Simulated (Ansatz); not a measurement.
# GaN under changes of volume

One of the cells (11.310 Å³/atom); the others are scaled copies at fixed shape and fractional positions:

```
CELL_PARAMETERS angstrom
3.18000 0.00000 0.00000
-1.59000 2.75396 0.00000
0.00000 0.00000 5.16600
ATOMIC_POSITIONS crystal
Ga 0.66667 0.33333 0.50000
Ga 0.33333 0.66667 0.00000
N 0.66667 0.33333 0.87500
N 0.33333 0.66667 0.37500
```

| Property | Result |
| --- | --- |
| Program | Ansatz 0.2.0 |
| Functional | revPBE |
| Dispersion | D4 |
| Potentials or basis | Ansatz PAW |
| Cutoff | 420 eV (not typed: the program's choice for these potentials) |
| k mesh | 10 × 10 × 5 |
| Occupations | fermi-dirac, width 0.05 eV |
| Spin | no spin polarisation |

| volume (Å³/atom) | energy over the lowest point (meV/atom) | pressure (GPa) | gap on the mesh (eV) | largest force (eV/Å) |
| --- | --- | --- | --- | --- |
| 10.632 | 20.28 | 11.6 | 2.40 | 0.149 |
| 10.858 | 7.35 | 6.8 | 2.26 | 0.142 |
| 11.084 | ? | ? | ? | ? |
| 11.310 | 0.00 | -1.3 | 1.99 | 0.130 |
| 11.537 | 4.36 | -4.8 | 1.86 | 0.124 |
| 11.763 | 13.33 | -7.9 | 1.73 | 0.118 |
| 11.989 | 26.43 | -10.6 | 1.61 | 0.113 |

Q: What does the run at 11.084 Å³/atom give?

A: Energy over the lowest point 0.82 meV/atom; pressure 2.5 GPa; gap on the mesh 2.13 eV; largest force 0.136 eV/Å.

Worked out: A Birch-Murnaghan fit of order 3 (a polynomial in V^(-2/3)) to the other rows has its minimum at 11.23 Å³/atom with B0 = V·E''(V) = 188 GPa and B' = 4.4 at fixed shape and positions, which overstates the stiffness. It gives 0.81 meV/atom at 11.084 Å³/atom, against the run's 0.82, and -dE/dV = 2.5 GPa, against 2.5. A straight line through the other rows of the gap, of slope -6.59 eV per unit of ln V (its deformation potential), gives 2.12 eV, against the run's 2.13.

Energies are extrapolated to zero smearing.

Caveats: odd divisions of the mesh miss points on the zone boundary, where band edges often lie, so the gap on the mesh can be too wide; the PAW data sets come from PBE, with cores solved anew for the run's functional, which leaves a small shift of forces and pressure.

Spin-orbit coupling on Ga is left out.
